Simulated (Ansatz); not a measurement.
# Tuning gaps by epitaxial strain

Plane-wave DFT in Ansatz, r2SCAN, scalar-relativistic PAW potentials, cutoff 500 eV, no spin-orbit coupling; no spin polarisation. Equal strain along a and b of the conventional cell, c and the atoms relaxed; gaps sought over the whole zone.

| crystal | strain: gap (eV) |
| --- | --- |
| TiO₂ (I4_1/amd) | -3.0 %: 2.882; -2.0 %: 2.756; -1.0 %: 2.637; +0.0 %: 2.529; +1.0 %: 2.432; +2.0 %: 2.350; +3.0 %: 2.279 |
| SnO₂ (P4_2/mnm) | -6.0 %: 2.406; -4.0 %: 2.196; -2.0 %: 1.980; +0.0 %: 1.768; +2.0 %: 1.577; +4.0 %: 1.424; +6.0 %: 1.321 |
| SnO (P4/nmm) | -6.0 %: 0.730; -4.0 %: 0.141; -2.0 %: 0.145; +0.0 %: 0.363; +2.0 %: 0.650; +4.0 %: 0.926; +6.0 %: 1.166 |
| Si (P6_3/mmc) | -4.5 %: 0.270; -3.0 %: 0.538; -1.5 %: 0.611; +0.0 %: 0.608; +1.5 %: 0.593; +3.0 %: 0.567; +4.5 %: 0.533 |

What are the slopes on either side of zero strain, and why can they differ?

TiO₂ (I4_1/amd) -108 and -97; SnO₂ (P4_2/mnm) -106 and -96; SnO (P4/nmm) +109 and +144; Si (P6_3/mmc) -2 and -10 meV per % (over the first step on the compressive side, then on the tensile side; a positive slope means the gap grows as the plane is stretched). No slope drops markedly, so one pair of band edges probably holds through zero strain, and what differs is curvature. Relaxations kept the strained cell's symmetry, so distortions at large strain weren't sought, and coherent films seldom hold more than 2 to 3 %. The slope of one pair of band edges is as a rule more reliable than the Kohn–Sham gap, while the strain at which pairs cross shifts with the functional.

Cost: about 46 core-minutes for the runs cited, on AMD EPYC 7R43 (Zen 3), Intel Xeon Processor @ 2.50GHz (Skylake/Cascade Lake), Intel Xeon Platinum 8488C (Sapphire Rapids) and other processors (shared hosts).